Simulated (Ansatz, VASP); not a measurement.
**SiH2C (H-SiC-H chair, 1 layer) in two plane-wave programs**

Wanted: the spread between two codes on one cell, functional and k mesh. The structure shown is the start of the Ansatz relaxation below; VASP solves that cell, so the two are compared at the walk's first step.

Program: Ansatz 0.2.0. Level of theory: plane waves, with VASP 6.6.1 beside it; single point at PBE. Results are calculated unless marked as measured.

### Step 1. Set-up

The cell holds 4 atoms: 2 H, 1 C and 1 Si. Cell: a = 3.086 Å, b = 3.085 Å, c = 19.113 Å, α = 90.0°, β = 90.0°, γ = 120.0°. Vacuum lies along c.

### Step 2. Ansatz: relaxation, PBE

Ansatz runs on its default PAW (the set named soft_2) files.

The two programs are compared at the cell with which this relaxation starts, whose forces are those of its first step.

The input, input.yaml:

```yaml
crystal:
  lattice:
    - [3.0855, 0.0, 0.0]
    - [-1.54275, 2.6721213834, 0.0]
    - [0.0, 0.0, 19.1133333333]
  atoms:
    - { symbol: H, position: [0.6666666667, 0.3333333333, 0.4185559819] }
    - { symbol: C, position: [0.6666666667, 0.3333333333, 0.4745378444] }
    - { symbol: Si, position: [0.3333333333, 0.6666666667, 0.5071503314] }
    - { symbol: H, position: [0.3333333333, 0.6666666667, 0.5814440181] }
kpoints:
  mp_grid: { grid: [12, 12, 1] }
hamiltonian:
  xc: pbe
scf:
  occupations: { method: fermi_dirac, width: 0.05 }
  convergence: { dr2_threshold: 1.0e-08 }
efield:
  axis: 3
  dipole_correction: true
  ramp_position: 0.97
  ramp_width: 0.04
relax:
  f_tol: 0.01
  cell: { fix: [c, alpha, beta] }
output:
  write_potential: true
  write_density: true
  volumetric_format: npy
```

Command:

```sh
$ ansatz run input.yaml --threads 2 --pin off --max-ram 4096MiB --backend cpu --events-out ev --progress --plain --runs-dir out
```

Numbers of over 12 decimals in the logs are rounded to 6 here.

The log of the run:

```text
Warning: relax.cell: scf.convergence.dr2_threshold = 1e-8 eV is looser than the 4e-10 eV advised for a relaxation that steers and ends on the stress (1e-10 eV for each atom of the cell: 4). What an SCF threshold leaves in a stress goes as its square root, and in the free energy as the threshold itself, and one threshold admits the most on a small cell: [figures from the program's tests cut] Set scf.convergence.dr2_threshold to 4e-10 eV or tighter. The threshold is an SCF's pass mark: one that does not reach it within its budget of iterations ends unconverged, or closes short of it on a stop that the run arms, and scf.convergence.dr2_threshold's page says what that costs each kind of run
Engine: ansatz 0.2.0, aarch64-unknown-linux-gnu
Pseudopotentials: kind: paw
Pseudopotential: H, paw, valence charge 1, recommended cutoff 420 eV (normal), H.paw.azcp
Pseudopotential: C, paw, valence charge 4, recommended cutoff 420 eV (normal), C.paw.azcp
Pseudopotential: Si, paw, valence charge 4, recommended cutoff 420 eV (normal), Si.paw.azcp
Functional definition: PBE
  parameter kappa = 0.804
  parameter beta = 0.066725
  exchange = pbe_x(kappa = kappa, mu = beta*pi^2/3)
  correlation = pbe_c(beta = beta)
Crystal: 4 atoms, lattice volume = 157.586 Å³
Basis set: ecut = 420 eV, 3051 PW (Γ), exchange–correlation on 48×48×256 points (8 copies of the dense FFT grid, shifted against one another)
Bands: 9, of which v1, the nominal top of the filled ones, is band 5 counted from 1 (4 counted from 0)
Symmetry: 6 space group operations
Space group: P3m1 (ITA 156), of the structure as read, at distance tolerance 5.4e-5 Å
k-points: 19 of 144 (time reversal used)
Non-local potential: H, projectors of the file, l = 0: 2, l = 1: 1
Non-local potential: C, projectors of the file, l = 0: 2, l = 1: 2, l = 2: 1
Non-local potential: Si, projectors of the file, l = 0: 2, l = 1: 2, l = 2: 2
PAW form: soft (Blöchl's): semilocal exchange-correlation on the pseudo side does not see the compensation charge
PAW one-centre angular grid: H, 110 points (default); XC on 64 Gauss nodes
PAW one-centre angular grid: C, 110 points (default); XC on 64 Gauss nodes
PAW one-centre angular grid: Si, 110 points (default); XC on 64 Gauss nodes
Initial density: superposition of atomic densities (neutral atoms: chi_scale 0, normalization atom), corrected by the library's trained network
Initial wavefunctions: pseudopotential atomic-orbital guess
Functional: x = pbe(κ = 0.804, μ = 0.219515), c = pbe(β = 0.066725)
SCF iter   1: F=—  HF=-918.908154 eV  |F-HF|=—  |Δ(HF+E_count)|=         —  Δρ=1.84e-3  dr2=1.22e-2  ethr=1.77e-3  p=-0.046 e·Å  D=-5.27e-2 V/Å  ΔV_dip=1.01 eV  dr2_dipole=3.98e-5  V_vac-E_F(+/−)=3.88/2.88 eV  ⟨swp⟩=7.4  Hψ=1633  notcnv=0
efield: sawtooth ramp at fractional position 0.9700 (set: `efield.ramp_position`, or a place that a band, a saddle search or an elastic batch's reference lends), width 0.0400; the density the first Hamiltonian is built on has a dipole p = -0.046 e·Å; the dipole correction subtracts the counter field D = -5.27e-2 V/Å, which shifts the + side's vacuum level by +1.01 eV against the − side's; the planar-averaged density in the ramp window peaks in size at 2.0e-5 e/Å³
preconditioner: auto → none  [insulator: Δε(μ)=3.693 eV  Ē_g=11.746 eV  σ=0.050 eV  W_gap=1.00  n_scr=10 (ndim 8)  ℏωp=9.4 eV  f_vac=0.691  D(μ)=0.00/eV (n_scr^D=0)  ε∞_Penn≈1.6]
SCF iter   2: F=—  HF=-918.910272 eV  |F-HF|=—  |Δ(HF+E_count)|=   2.12e-3  Δρ=8.27e-4  dr2=5.66e-3  ethr=1.22e-4  p=-0.042 e·Å  D=-4.80e-2 V/Å  ΔV_dip=0.92 eV  dr2_dipole=1.74e-3  V_vac-E_F(+/−)=3.64/2.72 eV  ⟨swp⟩=3.0  Hψ=478  notcnv=0
SCF iter   3: F=—  HF=-918.909249 eV  |F-HF|=—  |Δ(HF+E_count)|=   1.02e-3  Δρ=5.61e-4  dr2=1.34e-3  ethr=5.66e-5  p=-0.059 e·Å  D=-6.81e-2 V/Å  ΔV_dip=1.30 eV  dr2_dipole=2.84e-5  V_vac-E_F(+/−)=3.88/2.58 eV  ⟨swp⟩=2.4  Hψ=306  notcnv=0
SCF iter   4: F=—  HF=-918.909275 eV  |F-HF|=—  |Δ(HF+E_count)|=   2.60e-5  Δρ=2.37e-4  dr2=2.24e-4  ethr=1.34e-5  p=-0.061 e·Å  D=-7.05e-2 V/Å  ΔV_dip=1.35 eV  dr2_dipole=5.08e-6  V_vac-E_F(+/−)=3.86/2.52 eV  ⟨swp⟩=2.5  Hψ=264  notcnv=0
SCF iter   5: F=—  HF=-918.909317 eV  |F-HF|=—  |Δ(HF+E_count)|=   4.17e-5  Δρ=5.64e-5  dr2=6.79e-6  ethr=2.24e-6  p=-0.063 e·Å  D=-7.18e-2 V/Å  ΔV_dip=1.37 eV  dr2_dipole=1.77e-8  V_vac-E_F(+/−)=3.85/2.48 eV  ⟨swp⟩=2.7  Hψ=293  notcnv=0
SCF iter   6: F=—  HF=-918.909360 eV  |F-HF|=—  |Δ(HF+E_count)|=   4.24e-5  Δρ=1.33e-5  dr2=1.87e-7  ethr=6.79e-8  p=-0.063 e·Å  D=-7.21e-2 V/Å  ΔV_dip=1.38 eV  dr2_dipole=4.96e-9  V_vac-E_F(+/−)=3.84/2.46 eV  ⟨swp⟩=2.5  Hψ=261  notcnv=0
[...]
SCF iter   3: F=—  HF=-919.005065 eV  |F-HF|=—  |Δ(HF+E_count)|=   9.68e-6  Δρ=5.24e-5  dr2=3.93e-6  ethr=4.22e-7  p=-0.082 e·Å  D=-9.15e-2 V/Å  ΔV_dip=1.75 eV  dr2_dipole=3.21e-7  V_vac-E_F(+/−)=4.35/2.60 eV  ⟨swp⟩=2.2  Hψ=222  notcnv=0
SCF iter   4: F=—  HF=-919.005086 eV  |F-HF|=—  |Δ(HF+E_count)|=   2.07e-5  Δρ=1.25e-5  dr2=1.84e-7  ethr=3.93e-8  p=-0.082 e·Å  D=-9.17e-2 V/Å  ΔV_dip=1.75 eV  dr2_dipole=1.20e-10  V_vac-E_F(+/−)=4.36/2.60 eV  ⟨swp⟩=2.2  Hψ=247  notcnv=0
[...]
Initial wavefunctions: pseudopotential atomic-orbital guess (no wavefunctions were taken with the density)
iter 1 solved again at ethr=9.87e-7 eV; its pass at ethr=3.10e-3 eV (dr2=9.87e-5 eV) is discarded
SCF iter   1: F=—  HF=-919.005990 eV  |F-HF|=—  |Δ(HF+E_count)|=         —  Δρ=9.90e-5  dr2=1.00e-6  ethr=9.87e-7  p=-0.082 e·Å  D=-9.17e-2 V/Å  ΔV_dip=1.75 eV  dr2_dipole=5.01e-10  V_vac-E_F(+/−)=4.37/2.62 eV  ⟨swp⟩=3.3  Hψ=2130  notcnv=0
efield: sawtooth ramp at fractional position 0.9700 (set: `efield.ramp_position`, or a place that a band, a saddle search or an elastic batch's reference lends), width 0.0400; the density the first Hamiltonian is built on has a dipole p = -0.082 e·Å; the dipole correction subtracts the counter field D = -9.17e-2 V/Å, which shifts the + side's vacuum level by +1.75 eV against the − side's; the planar-averaged density in the ramp window peaks in size at 8.0e-7 e/Å³
preconditioner: auto → none  [insulator: Δε(μ)=3.749 eV  Ē_g=11.474 eV  σ=0.050 eV  W_gap=1.00  n_scr=10 (ndim 8)  ℏωp=9.2 eV  f_vac=0.701  D(μ)=0.00/eV (n_scr^D=0)  ε∞_Penn≈1.6]
SCF iter   2: F=—  HF=-919.006589 eV  |F-HF|=—  |Δ(HF+E_count)|=   5.99e-4  Δρ=4.95e-5  dr2=2.39e-7  ethr=1.00e-8  p=-0.082 e·Å  D=-9.17e-2 V/Å  ΔV_dip=1.75 eV  dr2_dipole=1.29e-9  V_vac-E_F(+/−)=4.36/2.61 eV  ⟨swp⟩=2.0  Hψ=277  notcnv=0
SCF iter   3: F=—  HF=-919.006886 eV  |F-HF|=—  |Δ(HF+E_count)|=   2.97e-4  Δρ=1.30e-5  dr2=1.45e-7  ethr=2.39e-9  p=-0.082 e·Å  D=-9.18e-2 V/Å  ΔV_dip=1.75 eV  dr2_dipole=1.67e-8  V_vac-E_F(+/−)=4.36/2.60 eV  ⟨swp⟩=2.0  Hψ=277  notcnv=0
SCF iter   4: F=—  HF=-919.006922 eV  |F-HF|=—  |Δ(HF+E_count)|=   3.60e-5  Δρ=2.81e-6  dr2=1.89e-8  ethr=1.45e-9  p=-0.082 e·Å  D=-9.17e-2 V/Å  ΔV_dip=1.75 eV  dr2_dipole=4.23e-9  V_vac-E_F(+/−)=4.36/2.60 eV  ⟨swp⟩=2.5  Hψ=252  notcnv=0
SCF iter   5: F=-919.006925 eV  HF=-919.006925 eV  |F-HF|=2.65e-7  |Δ(HF+E_count)|=   3.17e-6  Δρ=7.56e-7  dr2=3.29e-10  ethr=1.00e-10  p=-0.082 e·Å  D=-9.17e-2 V/Å  ΔV_dip=1.75 eV  dr2_dipole=1.64e-11  V_vac-E_F(+/−)=4.36/2.60 eV  ⟨swp⟩=13.1  Hψ=1484  notcnv=0
SCF 5 converged in 5 iterations: F = -919.006925 eV  dr2 = 3.29e-10
relax step   5: F+E_penalty+E_count = -919.00692532 eV  Δ(F+E_penalty+E_count) = -1.839e-3 eV  max|allowed force component| = 6.273e-3 eV/Å  Δτ_max = 0.0000 Å  P = +0.009 GPa  Ω = 161.448 Å³  fix = [c, alpha, beta]  reactions: c +0.002 GPa  stress off target by 1.20e-2 GPa on what of the cell is left free  SCF on the basis re-selected at this cell (its energy is not comparable with the rows above)  (5 SCF iters)
basis re-selected at this cell: Δ(F+E_penalty+E_count) = -1.839e-3 eV, ΔP = +0.011 GPa vs the last step (what re-selecting the basis moved, of the pressure what is left beyond the Pulay correction that the steps carried, after the strain that the cell walked since its last selection, with what the two solves' SCF thresholds leave and, on support functions, any second-order correction that the steps lacked; it is no m [...]
WARN: The output density's exchange-correlation potential varies sharply where the density is thin. Do not read a vacuum level from v_tot or v_xc, or from such a field of the output density. On a cell that repeats whose density bears no net charge and no dipole along the vacuum's axis use v_es (v_loc + v_h of the components); under efield.dipole_correction with no amplitude use v_es + v_field, which holds any externa [...]
SCF converged after 5 iterations
Free energy (F): -919.006925 eV
Harris-Foulkes:  -919.006925 eV  (|F-HF|=2.65e-7)
Internal energy: -919.006925 eV  (E = F + TS)
E sigma→0 (E₀):  -919.006925 eV
Fermi energy:    -1.402590 eV
Dipole field:    D = -0.091727 V/Å  (p = -0.081841 e·Å, saw-weighted, corrected)
Work function:   Φ+ = 4.3572 eV   Φ− = 2.6041 eV
Levels:          The Fermi level and band energies are counted from a zero that moves with the ramp; work functions are not
--- Per-component energies (eV) ---
  E_band       = -84.996437
  E_kinetic    = 160.669557
  E_local      = -2583.998982  (includes V_loc(G=0)·N_el)
  E_nonlocal   = 55.466139
  E_hartree    = 1212.136323
  E_xc         = -122.280947
  E_vxc        = -130.826442  (∫ρ·V_xc dr)
  E_paw        = -613.244352  (= ΣΔE_a)
  E_vpaw       = -10.626298  (= ΣTr[D̂ρ^β])
  E_aug_tail   = -0.002527  (compensation charges beyond the density's cutoff)
  E_efield     = 0.003754  (sawtooth field / dipole correction)
  E_vefield    = 0.049000  (∫n·V_field dr)
  E_ewald      = 972.244110
  E_smearing   = -0.000000  (= −TS)
  E_closure    = -0.000000  (closes the sum)
  Σ components = -919.006925   (vs F -919.006925, Δ=0.00e0)
--- Forces (eV/Å), atoms counted from 1 ---
  atom   1  H      0.00000000    -0.00000000     0.00498172
  atom   2  C      0.00000000     0.00000000    -0.00404562
  atom   3  Si     0.00000000    -0.00000000    -0.00626925
  atom   4  H      0.00000000     0.00000000     0.00534823
  max |Σ_I F_I| component: 1.51e-5 eV/Å
--- Stress (GPa, compression-positive) ---
        0.012037      -0.000000      -0.000000
       -0.000000       0.012037      -0.000000
       -0.000000      -0.000000       0.002159
  P = ⅓ Tr σ = 0.0087 GPa (0.087 kbar)
--- Band table (eV; the first three rows and the last of 19) ---
  k-point 0: bands = ["-16.6729", "-10.3013", "-5.6482", "-3.3023", "-3.3023", "0.4744", "1.7885", "2.3845", "2.4697"]
  k-point 1: bands = ["-16.5672", "-10.2242", "-5.6166", "-3.8581", "-3.4471", "0.6018", "1.9308", "2.5144", "2.7985"]
  k-point 2: bands = ["-16.2556", "-10.0112", "-5.5934", "-5.0394", "-3.8030", "0.9604", "2.3448", "2.6351", "2.9499"]
  k-point 18: bands = ["-13.7534", "-9.9944", "-7.7727", "-7.2000", "-5.4270", "1.9898", "3.9352", "3.9824", "6.1933"]
--- Relaxed structure (4 steps of the walk, 4 accepted, 1 SCFs on fresh bases) ---
  F+E_penalty+E_count = -919.00692532 eV   max|allowed force component| = 6.273e-3 eV/Å   (the final SCF, on the basis selected at the relaxed cell)
  cell:  # Å, volume = 161.4477 Å³
    - [3.123075, 0.0, 0]
    - [-1.561538, 2.704662, 0]
    - [0, 0, 19.1133333333]
  atoms:
    - { symbol: H, position: [0.666667, 0.333333, 0.417365] }
    - { symbol: C, position: [0.666667, 0.333333, 0.475285] }
    - { symbol: Si, position: [0.333333, 0.666667, 0.505375] }
    - { symbol: H, position: [0.333333, 0.666667, 0.583663] }
```

In the SCF lines HF is the Harris–Foulkes energy and dr2 the Hartree energy of the density residual, in eV; the loop may stop once dr2 is under the threshold and the program's other checks hold. Hψ counts applications of the Hamiltonian.

### Step 3. VASP: single point, PBE, start cell

The same cell, functional, mesh and smearing now go to VASP, with its own data sets.

Lines of VASP's logs that name or quote its potential files are left out, and so is its time.

The input, INCAR:

```
SYSTEM = SiH2C
PREC = Accurate
ENCUT = 520
EDIFF = 1E-06
NELM = 120
ISMEAR = -1
SIGMA = 0.05
LREAL = .FALSE.
ALGO = Normal
GGA = PE
NBANDS = 11
LORBIT = 11
LWAVE = .FALSE.
LCHARG = .FALSE.
ISIF = 2
LDIPOL = .TRUE.
IDIPOL = 3
DIPOL = 0.5 0.5 0.495
LVHAR = .TRUE.
LASPH = .TRUE.
GGA_COMPAT = .FALSE.
EFERMI = MIDGAP
NELMDL = -8
```

The input, POSCAR:

```
SiH2C
1.0
    3.0855000000      0.0000000000      0.0000000000
   -1.5427500000      2.6721210000      0.0000000000
    0.0000000000      0.0000000000     19.1133330000
H C Si
2 1 1
Direct
    0.6666666667      0.3333333333      0.4185559892
    0.3333333333      0.6666666667      0.5814440108
    0.6666666667      0.3333333333      0.4745378527
    0.3333333333      0.6666666667      0.5071503228
```

The input, KPOINTS:

```
Automatic mesh
0
Gamma
12 12 1
0 0 0
```

PAW data sets: H, C and Si (PBE family, release 64).

Command:

```sh
$ mpirun -np 1 vasp_std
```

The log of the run:

```text
[banner, memory and clock lines left out]
running    1 mpi-ranks, on    1 nodes
 distrk:  each k-point on    1 cores,    1 groups
 distr:  one band on    1 cores,    1 groups

 POSCAR found type information on POSCAR H C Si
 POSCAR found :  3 types and       4 ions
 LDA part: xc-table for (Slater+PW92), standard interpolation
 POSCAR, INCAR and KPOINTS ok, starting setup
 FFT: planning ... GRIDC
 FFT: planning ... GRID_SOFT
 FFT: planning ... GRID
 WAVECAR not read
 entering main loop
       N       E                     dE             d eps       ncg     rms          rms(c)
DAV:   1     0.527715889709E+02    0.52772E+02   -0.35508E+03   418   0.642E+02
DAV:   2    -0.173207671782E+02   -0.70092E+02   -0.63741E+02   620   0.130E+02
DAV:   3    -0.245078713757E+02   -0.71871E+01   -0.71558E+01   533   0.485E+01
DAV:   4    -0.247529762661E+02   -0.24510E+00   -0.24484E+00   667   0.107E+01
DAV:   5    -0.247546977283E+02   -0.17215E-02   -0.17212E-02   614   0.810E-01
DAV:   6    -0.247547037385E+02   -0.60101E-05   -0.60100E-05   623   0.542E-02
DAV:   7    -0.247547037998E+02   -0.61266E-07   -0.61324E-07   634   0.450E-03
DAV:   8    -0.247547038007E+02   -0.97316E-09   -0.90505E-09   590   0.455E-04    0.996E+00
DAV:   9    -0.222021200247E+02    0.25526E+01   -0.66564E+00   498   0.150E+01    0.478E+00
DAV:  10    -0.219492632694E+02    0.25286E+00   -0.13331E+00   566   0.675E+00    0.214E+00
DAV:  11    -0.218604882964E+02    0.88775E-01   -0.14949E-01   562   0.231E+00    0.429E-01
DAV:  12    -0.218441057154E+02    0.16383E-01   -0.23847E-02   654   0.972E-01    0.203E-01
DAV:  13    -0.218395079236E+02    0.45978E-02   -0.52920E-03   573   0.418E-01    0.115E-01
DAV:  14    -0.218357378289E+02    0.37701E-02   -0.39965E-03   565   0.336E-01    0.620E-02
[...]
DAV:  18    -0.218379471208E+02   -0.65466E-03   -0.86772E-05   438   0.463E-02    0.534E-03
DAV:  19    -0.218381015153E+02   -0.15439E-03   -0.16228E-05   568   0.200E-02    0.495E-03
DAV:  20    -0.218382203563E+02   -0.11884E-03   -0.22790E-05   481   0.187E-02    0.168E-03
DAV:  21    -0.218382501292E+02   -0.29773E-04   -0.22957E-06   564   0.689E-03    0.151E-03
DAV:  22    -0.218382745007E+02   -0.24371E-04   -0.16416E-06   485   0.450E-03    0.945E-04
DAV:  23    -0.218382848143E+02   -0.10314E-04   -0.24089E-07   510   0.259E-03    0.706E-04
DAV:  24    -0.218382861584E+02   -0.13441E-05   -0.23273E-08   588   0.934E-04    0.504E-04
DAV:  25    -0.218382871294E+02   -0.97098E-06   -0.25884E-08   510   0.793E-04
   1 F= -.21838287E+02 E0= -.21838287E+02  d E =-.200594E-16
```

(Part 1 of 2 ends here.)

[Lines on the potential files, build, host, timing and source positions are cut from VASP's logs without a mark.]

[Logs are printed without paths, hosts, clocks, repeated set-up lines and the standing remarks that a program may print on its own settings, such as how far it seeks lower states.]

[Hosts, paths, dates, database ids (printed as entryN), source tags and the programs' standing remarks are cut or masked in the printed files.]
